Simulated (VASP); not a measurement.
**HC60N3 (a cell with a defect): single point with LDA**

The system is HC60N3 (a cell with a defect).

```
H C N
1.0
     7.14000    0.00000    0.00000
     0.00000    7.14000    0.00000
     0.00000    0.00000    7.14000
H C N
1 60 3
Cartesian
  3.9761 3.9761 3.9761
  4.5119 4.5119 4.5119
  3.5806 5.3600 5.3600
  5.3600 3.5806 5.3600
  5.3600 5.3600 3.5806
  3.5349 1.7886 5.3511
  3.5349 5.3511 1.7886
  1.7886 3.5349 5.3511
  5.3511 3.5349 1.7886
  1.7886 5.3511 3.5349
  5.3511 1.7886 3.5349
  4.4523 2.6844 6.2362
  4.4523 6.2362 2.6844
  2.6844 4.4523 6.2362
  6.2362 4.4523 2.6844
  2.6844 6.2362 4.4523
  6.2362 2.6844 4.4523
  3.6063 1.7924 1.7924
  1.7924 3.6063 1.7924
  1.7924 1.7924 3.6063
  0.9096 4.4463 4.4463
  4.4463 0.9096 4.4463
  4.4463 4.4463 0.9096
  7.1397 3.5697 3.5697
  3.5697 7.1397 3.5697
  3.5697 3.5697 7.1397
  0.9126 2.6940 2.6940
  2.6940 0.9126 2.6940
  2.6940 2.6940 0.9126
  4.4549 6.2537 6.2537
  6.2537 4.4549 6.2537
  6.2537 6.2537 4.4549
  0.0080 5.3509 5.3509
  5.3509 0.0080 5.3509
  5.3509 5.3509 0.0080
  0.8835 2.6778 6.2556
  0.8835 6.2556 2.6778
  2.6778 0.8835 6.2556
  6.2556 0.8835 2.6778
  2.6778 6.2556 0.8835
  6.2556 2.6778 0.8835
  7.1311 1.7816 5.3503
  7.1311 5.3503 1.7816
  1.7816 7.1311 5.3503
  5.3503 7.1311 1.7816
  1.7816 5.3503 7.1311
  5.3503 1.7816 7.1311
  0.8838 0.8838 4.4603
  0.8838 4.4603 0.8838
  4.4603 0.8838 0.8838
  0.0124 1.7876 1.7876
  1.7876 0.0124 1.7876
  1.7876 1.7876 0.0124
  0.8921 6.2432 6.2432
  6.2432 0.8921 6.2432
  6.2432 6.2432 0.8921
  7.1398 7.1398 3.5693
  7.1398 3.5693 7.1398
  3.5693 7.1398 7.1398
  0.8954 0.8954 0.8954
  7.1385 7.1385 7.1385
  4.5350 2.6047 2.6047
  2.6047 4.5350 2.6047
  2.6047 2.6047 4.5350
```

The cell was built by a generator and needn't be a form met in nature.

```yaml
Program: VASP 6.6.1
Task: single point
Functional: LDA
Potentials_or_basis: VASP PAW LDA potentials, release 64 (H, C, N)
Cutoff: 520 eV
k_mesh: 2 × 2 × 2
Occupations: gaussian, width 0.03 eV
Spin: no spin polarisation
```

```json
{
  "Pressure": "-12.0 GPa",
  "Largest force": "8.636 eV/Å",
  "Band gap on the k mesh": "3.60 eV, indirect (least direct gap 3.68 eV)"
}
```

Forces on the atoms (eV/Å):
```
H   -4.986 -4.986 -4.986
C    4.747  4.747  4.747
C   -0.017  0.089  0.089
C    0.089 -0.017  0.089
C    0.089  0.089 -0.017
C   -0.082  0.087 -0.093
C   -0.082 -0.093  0.087
C    0.087 -0.082 -0.093
C   -0.093 -0.082  0.087
C    0.087 -0.093 -0.082
C   -0.093  0.087 -0.082
C   -0.006 -0.005  0.005
C   -0.006  0.005 -0.005
C   -0.005 -0.006  0.005
C    0.005 -0.006 -0.005
C   -0.005  0.005 -0.006
C    0.005 -0.005 -0.006
C    0.050  0.106  0.106
C    0.106  0.050  0.106
C    0.106  0.106  0.050
C   -0.009  0.004  0.004
C    0.004 -0.009  0.004
C    0.004  0.004 -0.009
C    0.013 -0.002 -0.002
C   -0.002  0.013 -0.002
C   -0.002 -0.002  0.013
C   -0.011 -0.004 -0.004
C   -0.004 -0.011 -0.004
C   -0.004 -0.004 -0.011
C    0.005 -0.014 -0.014
C   -0.014  0.005 -0.014
C   -0.014 -0.014  0.005
C    0.002  0.002  0.002
C    0.002  0.002  0.002
C    0.002  0.002  0.002
C   -0.001  0.003  0.004
C   -0.001  0.004  0.003
C    0.003 -0.001  0.004
C    0.004 -0.001  0.003
C    0.003  0.004 -0.001
C    0.004  0.003 -0.001
C    0.002  0.006  0.003
C    0.002  0.003  0.006
C    0.006  0.002  0.003
C    0.003  0.002  0.006
C    0.006  0.003  0.002
C    0.003  0.006  0.002
C   -0.002 -0.002  0.005
C   -0.002  0.005 -0.002
C    0.005 -0.002 -0.002
C   -0.006 -0.003 -0.003
C   -0.003 -0.006 -0.003
C   -0.003 -0.003 -0.006
C   -0.002 -0.001 -0.001
C   -0.001 -0.002 -0.001
C   -0.001 -0.001 -0.002
C   -0.004 -0.004 -0.010
C   -0.004 -0.010 -0.004
C   -0.010 -0.004 -0.004
C   -0.001 -0.001 -0.001
C    0.003  0.003  0.003
N    0.213 -0.094 -0.094
N   -0.094  0.213 -0.094
N   -0.094 -0.094  0.213
```

Stress tensor (GPa, compression positive):
```
-12.00   0.30   0.30
  0.30 -12.00   0.30
  0.30   0.30 -12.00
```

Levels at points of the mesh, in eV from the valence-band top:
| k point | band 124 | band 125 | band 126 | band 127 | band 128 | band 129 | band 130 | band 131 | band 132 | band 133 |
| --- | --- | --- | --- | --- | --- | --- | --- | --- | --- | --- |
| (0.00, 0.00, 0.00) | -1.47 | -1.47 | -0.48 | 0.00 | 0.00 | 3.68 | 3.83 | 3.83 | 4.03 | 4.03 |
| (0.50, 0.00, 0.00) | -2.26 | -1.80 | -1.29 | -0.65 | -0.51 | 3.60 | 3.73 | 4.58 | 4.96 | 5.62 |
| (0.50, 0.50, 0.00) | -1.41 | -1.34 | -1.25 | -0.54 | -0.27 | 4.92 | 4.94 | 5.16 | 5.39 | 5.50 |
| (0.50, 0.50, 0.50) | -2.12 | -2.12 | -1.18 | -0.38 | -0.38 | 4.83 | 4.83 | 5.04 | 5.35 | 5.42 |

It took 5.9 min on 1 thread of Intel(R) Xeon(R) Platinum 8488C (Sapphire Rapids), on a shared host, peak memory 0.4 GiB.

Caveat: the k mesh is coarse (spacing up to 0.44 Å⁻¹), so the values aren't converged. A hybrid or GW would open this gap; LDA tends to underestimate it.
